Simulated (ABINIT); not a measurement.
The system is MoS2.

```
Mo S
1.0
     3.22746    0.00000    0.00000
    -1.61373    2.79507    0.00000
     0.00000    0.00000    6.31247
Mo S
1 2
Direct
  0.00000 0.00000 0.50000
  0.66667 0.33333 0.74468
  0.33333 0.66667 0.25532
```

Measurements of this composition are mostly on another form, of space group No. 194.

| Quantity | Value |
| --- | --- |
| Program | ABINIT 10.8.3 (patched build) |
| Task | relaxation of cell and atoms |
| Functional | r2SCAN |
| Potentials or basis | JTH PAW PBE v2.0 |
| Cutoff | 653 eV |
| k mesh | 4 × 4 × 2 |
| Occupations | fermi-dirac, width 0.05 eV |
| Spin | no spin polarisation |

At the start: pressure 1.3 GPa; volume 18.98 Å³/atom.

**Question.** How do energy, volume and symmetry change on relaxing?

**Answer.** Over 16 steps the energy falls by 8.7 meV/atom and the volume is 18.93 Å³/atom (-0.3 %); space group P-3m1 (No. 164, to 0.05 Å).

Step by step:
| step | energy change (eV) | largest force (eV/Å) | pressure (GPa) | volume (Å³) |
| --- | --- | --- | --- | --- |
| 1 | 0.0000 | 0.1152 | 1.33 | 56.94 |
| 2 | -0.0054 | 0.1407 | 0.87 | 57.18 |
| 3 | 0.0700 | 1.1889 | 3.56 | 59.26 |
| 4 | -0.0150 | 0.2422 | -0.66 | 57.85 |
| 5 | -0.0177 | 0.2125 | -0.68 | 57.99 |
| 6 | -0.0230 | 0.0550 | -0.17 | 58.42 |
| 7 | -0.0234 | 0.0065 | -0.19 | 58.28 |
| 8 | -0.0236 | 0.0070 | -0.17 | 58.24 |
| 9 | -0.0034 | 0.0259 | 2.00 | 53.12 |
| 10 | -0.0243 | 0.0609 | -0.69 | 57.97 |
| 11 | -0.0244 | 0.0613 | 0.19 | 57.80 |
| 12 | -0.0249 | 0.0107 | -0.15 | 57.73 |
| 13 | -0.0254 | 0.0179 | -0.32 | 57.49 |
| 14 | -0.0260 | 0.0423 | -0.25 | 56.76 |
| 15 | -0.0260 | 0.0074 | -0.16 | 56.85 |
| 16 | -0.0261 | 0.0067 | -0.08 | 56.79 |

Final structure:
```cif
data_structure
_symmetry_space_group_name_H-M 'P 1'
_symmetry_Int_Tables_number 1
_cell_length_a 3.2845
_cell_length_b 3.2845
_cell_length_c 6.0791
_cell_angle_alpha 90.000
_cell_angle_beta 90.000
_cell_angle_gamma 120.000
_cell_volume 56.79
loop_
_atom_site_label
_atom_site_type_symbol
_atom_site_fract_x
_atom_site_fract_y
_atom_site_fract_z
_atom_site_occupancy
Mo1 Mo 0.00000 0.00000 0.50000 1
S1 S 0.66667 0.33333 0.74805 1
S2 S 0.33333 0.66667 0.25195 1
```

Caveat: the k mesh is coarse (spacing up to 0.56 Å⁻¹), so the values aren't converged; the PAW data sets were made with another functional, which shifts forces and pressure a little.
